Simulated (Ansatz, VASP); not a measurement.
# Al2O3 (Corundum): VASP beside Ansatz

One calculation is typed for both programs; each brings its own data sets. How far apart do they land? The cell is taken from a series of runs on this material, whose earlier steps may have relaxed, scaled, displaced or heated it; both programs get it as it stands.

Calculated with Ansatz 0.2.0; plane waves, with VASP 6.6.1 beside it; dielectric response at LDA.

## Step 1: The starting structure

It takes space group R-3c (No. 167, trigonal). Conventional cell: a = 4.729 Å, b = 4.729 Å, c = 12.892 Å, α = 90.00°, β = 90.00°, γ = 120.00°. Nearest to Al lie 6 O at 1.84 to 1.96 Å. O has 4 Al at 1.84 to 1.96 Å nearest. Farther neighbours and most contacts between anions are not listed.

## Step 2: Ansatz: dielectric response, LDA

Ansatz runs on its default PAW (the set named soft_2) files.

The response to a field tests empty states and converges slowly with the mesh.

input.yaml

```yaml
crystal:
  lattice:
    - [2.3645864646, 1.3651946319, 4.2972043937]
    - [-2.3645864646, 1.3651946319, 4.2972043937]
    - [0.0, -2.7303892638, 4.2972043937]
  atoms:
    - { symbol: Al, position: [0.3520232785, 0.3520232785, 0.3520232785] }
    - { symbol: Al, position: [0.1479767215, 0.1479767215, 0.1479767215] }
    - { symbol: Al, position: [0.6479767215, 0.6479767215, 0.6479767215] }
    - { symbol: Al, position: [0.8520232785, 0.8520232785, 0.8520232785] }
    - { symbol: O, position: [0.5558585806, 0.9441414194, 0.25] }
    - { symbol: O, position: [0.25, 0.5558585806, 0.9441414194] }
    - { symbol: O, position: [0.9441414194, 0.25, 0.5558585806] }
    - { symbol: O, position: [0.4441414194, 0.0558585806, 0.75] }
    - { symbol: O, position: [0.75, 0.4441414194, 0.0558585806] }
    - { symbol: O, position: [0.0558585806, 0.75, 0.4441414194] }
kpoints:
  mp_grid: { grid: [6, 6, 6] }
hamiltonian:
  xc: lda
scf:
  occupations: { method: fixed }
output:
  eigenvalues: true
dielectric: {}
```

On the command line:

```bash
> ansatz run input.yaml --threads 8 --pin off --max-ram 16384MiB --backend cpu --events-out ev --progress --plain --runs-dir out
```

Numbers of over 12 decimals in the logs are rounded to 6 here.

The log of the run:

```text
Engine: ansatz 0.2.0, aarch64-unknown-linux-gnu
Pseudopotentials: kind: paw
Pseudopotential: Al, paw, valence charge 3, recommended cutoff 420 eV (normal), Al.paw.azcp
Pseudopotential: O, paw, valence charge 6, recommended cutoff 420 eV (normal), O.paw.azcp
Functional definition: SPW92
  exchange = slater_x
  correlation = pw_c
Crystal: 10 atoms, lattice volume = 83.231 Å³
Basis set: ecut = 420 eV, 1593 PW (Γ), exchange–correlation on 72×72×72 points (8 copies of the dense FFT grid, shifted against one another)
Bands: 34, of which v1, the nominal top of the filled ones, is band 24 counted from 1 (23 counted from 0)
Symmetry: 12 space group operations
k-points: 68 of 216 (irreducible under 2 space group operations, time reversal used)
Non-local potential: Al, projectors of the file, l = 0: 2, l = 1: 2, l = 2: 1
Non-local potential: O, projectors of the file, l = 0: 2, l = 1: 2, l = 2: 1
PAW form: soft (Blöchl's): semilocal exchange-correlation on the pseudo side does not see the compensation charge
PAW frozen core: Al, regenerated for the run's functional, and the local potential with it (the file was generated under x = pbe(κ = 0.804, μ = 0.219515), c = pbe(β = 0.066725))
PAW frozen core: O, regenerated for the run's functional, and the local potential with it (the file was generated under x = pbe(κ = 0.804, μ = 0.219515), c = pbe(β = 0.066725))
PAW one-centre angular grid: Al, 110 points (default); XC on 64 Gauss nodes
PAW one-centre angular grid: O, 110 points (default); XC on 64 Gauss nodes
Initial density: superposition of atomic densities (neutral atoms: chi_scale 0, normalization atom), corrected by the library's trained network
Initial wavefunctions: pseudopotential atomic-orbital guess
Functional: x = slater, c = lda
SCF iter   1: F=—  HF=-5399.923554 eV  |F-HF|=—  |Δ(HF+E_count)|=         —  Δρ=1.73e-2  dr2=2.14e-1  ethr=1.77e-3  ⟨swp⟩=5.2  Hψ=9365  notcnv=0  defer=501
preconditioner: auto → Resta (q_TF=auto, 2.489 Å⁻¹)  ε∞=3.6  [insulator: Δε(μ)=6.290 eV  Ē_g=17.491 eV  n_scr=20 (ndim 8)  ℏωp=28.2 eV  f_vac=0.000  ε∞_Penn≈3.6]
SCF iter   2: F=—  HF=-5399.858480 eV  |F-HF|=—  |Δ(HF+E_count)|=   6.51e-2  Δρ=3.97e-3  dr2=5.30e-3  ethr=4.45e-4  ⟨swp⟩=2.6  Hψ=4313  notcnv=0  defer=537
SCF iter   3: F=—  HF=-5399.856980 eV  |F-HF|=—  |Δ(HF+E_count)|=   1.50e-3  Δρ=1.95e-3  dr2=1.60e-3  ethr=1.10e-5  ⟨swp⟩=2.1  Hψ=2415  notcnv=0  defer=544
SCF iter   4: F=—  HF=-5399.856388 eV  |F-HF|=—  |Δ(HF+E_count)|=   5.91e-4  Δρ=1.31e-4  dr2=8.47e-6  ethr=3.34e-6  ⟨swp⟩=3.0  Hψ=3417  notcnv=0  defer=544
SCF iter   5: F=—  HF=-5399.856386 eV  |F-HF|=—  |Δ(HF+E_count)|=   2.48e-6  Δρ=1.48e-5  dr2=1.06e-7  ethr=1.76e-8  ⟨swp⟩=1.6  Hψ=2866  notcnv=0  defer=393
SCF iter   6: F=—  HF=-5399.856387 eV  |F-HF|=—  |Δ(HF+E_count)|=   8.48e-7  Δρ=2.34e-6  dr2=4.69e-9  ethr=2.20e-10  ⟨swp⟩=2.3  Hψ=3513  notcnv=0  defer=335
SCF iter   7: F=—  HF=-5399.856387 eV  |F-HF|=—  |Δ(HF+E_count)|=   1.27e-9  Δρ=4.99e-7  dr2=2.01e-10  ethr=9.78e-12  ⟨swp⟩=2.1  Hψ=3452  notcnv=0  defer=335
SCF iter   8: F=-5399.856387 eV  HF=-5399.856387 eV  |F-HF|=0.00e0  |Δ(HF+E_count)|=  6.37e-12  Δρ=6.23e-8  dr2=2.43e-12  ethr=1.00e-12  ⟨swp⟩=11.8  Hψ=11092  notcnv=0
SCF 1 converged in 8 iterations: F = -5399.856387 eV  dr2 = 2.43e-12
  greatest PAW one-centre occupation: 0.854 electrons in one spin orbital (limit 2), on the O atom at site 9 (counted from 0), in its partial waves of l = 0
NSCF: frozen V_eff on 5 k-points
DFPT response loops at Γ: preconditioner auto → none (the input reference at scf.mixing.eps_inf says where Resta's filter doesn't serve); β = 0.50; Broyden in place of MSR1
SCF converged after 8 iterations
Free energy (F): -5399.856387 eV
Harris-Foulkes:  -5399.856387 eV  (|F-HF|=0.00e0)
Internal energy: -5399.856387 eV  (E = F + TS)
E sigma→0 (E₀):  -5399.856387 eV
Fermi energy:    7.668218 eV
--- Per-component energies (eV) ---
  E_band       = 62.496616
  E_kinetic    = 1180.620265
  E_local      = -1959.297975  (includes V_loc(G=0)·N_el)
  E_nonlocal   = 339.398968
  E_hartree    = 718.898337
  E_xc         = -605.225219
  E_vxc        = -693.439981  (∫ρ·V_xc dr)
  E_paw        = -2661.152378  (= ΣΔE_a)
  E_vpaw       = -242.596888  (= ΣTr[D̂ρ^β])
  E_aug_tail   = 0.015531  (compensation charges beyond the density's cutoff)
  E_ewald      = -2413.918310
  E_core_change = 0.804395  (= ΣΔE_core)
  E_smearing   = -0.000000  (= −TS)
  E_closure    = 0.000000  (closes the sum)
  Σ components = -5399.856387   (vs F -5399.856387, Δ=0.00e0)
--- Band table (eV; the first three rows and the last of 68) ---
  k-point 0: bands = [... 20 lower, 7.1433, 7.6261, 7.6261, 7.6682, 14.0995, 16.7841, 18.4787, 19.2348, ... 6 higher]
  k-point 1: bands = [... 20 lower, 6.9465, 7.3103, 7.5830, 7.6138, 14.7146, 17.2924, 18.0494, 18.7817, ... 6 higher]
  k-point 2: bands = [... 20 lower, 6.7844, 7.0975, 7.4265, 7.4719, 15.9941, 17.5193, 17.7745, 18.2728, ... 6 higher]
  k-point 67: bands = [... 20 lower, 7.2727, 7.2727, 7.2727, 7.2727, 16.4367, 16.4367, 18.6981, 18.6981, ... 6 higher]
--- Dielectric response (ions clamped): 2 representative field directions + reference, on 68 of 216 k-points (Σ response iterations 15) ---
  k mesh reduced under 2 symmetry operations, with k and −k counted as one. Each operation leaves every solved perturbation unchanged. A smaller set is not considered because the run solves the response to a homogeneous field
  ε∞ (high-frequency dielectric tensor):
        3.246077     0.000000     0.000000
       -0.000000     3.246077     0.000000
        0.000000     0.000000     3.206377
  Born effective charges Z* (e; rows j = field, columns β = displacement):
    site 0:
         2.96572   -0.02726   -0.00000
         0.02726    2.96572    0.00000
        -0.00000    0.00000    2.93247
    site 1:
         2.96572    0.02726   -0.00000
        -0.02726    2.96572    0.00000
         0.00000    0.00000    2.93247
    site 2:
         2.96572   -0.02726   -0.00000
         0.02726    2.96572    0.00000
        -0.00000    0.00000    2.93247
    site 3:
         2.96572    0.02726   -0.00000
        -0.02726    2.96572    0.00000
         0.00000    0.00000    2.93247
    site 4:
        -2.07677    0.00000   -0.00000
         0.00000   -1.87753    0.26094
        -0.00000    0.35257   -1.95498
    site 5:
        -1.92734    0.08627   -0.22598
         0.08627   -2.02696   -0.13047
        -0.30533   -0.17628   -1.95498
    site 6:
        -1.92734   -0.08627    0.22598
        -0.08627   -2.02696   -0.13047
         0.30533   -0.17628   -1.95498
    site 7:
        -2.07677    0.00000   -0.00000
         0.00000   -1.87753    0.26094
         0.00000    0.35257   -1.95498
    site 8:
        -1.92734    0.08627   -0.22598
         0.08627   -2.02696   -0.13047
        -0.30533   -0.17628   -1.95498
    site 9:
        -1.92734   -0.08627    0.22598
        -0.08627   -2.02696   -0.13047
         0.30533   -0.17628   -1.95498
  Z* charge neutrality: 1.961e-5 e pre-enforcement
  k-mesh period / interband length: 28.4 Å / 1.22 Å = 23.21 at k = (0.0000, 0.0000, 0.0000), direct gap 6.431 eV — 14 or more, which is no proof of convergence
```

(Part 1 of 2 ends here.)

[Lines on the potential files, build, host, timing and source positions are cut from VASP's logs without a mark.]

[Logs are printed without paths, hosts, clocks, repeated set-up lines and the standing remarks that a program may print on its own settings, such as how far it seeks lower states.]

[Hosts, paths, dates, database ids (printed as entryN), source tags and the programs' standing remarks are cut or masked in the printed files.]
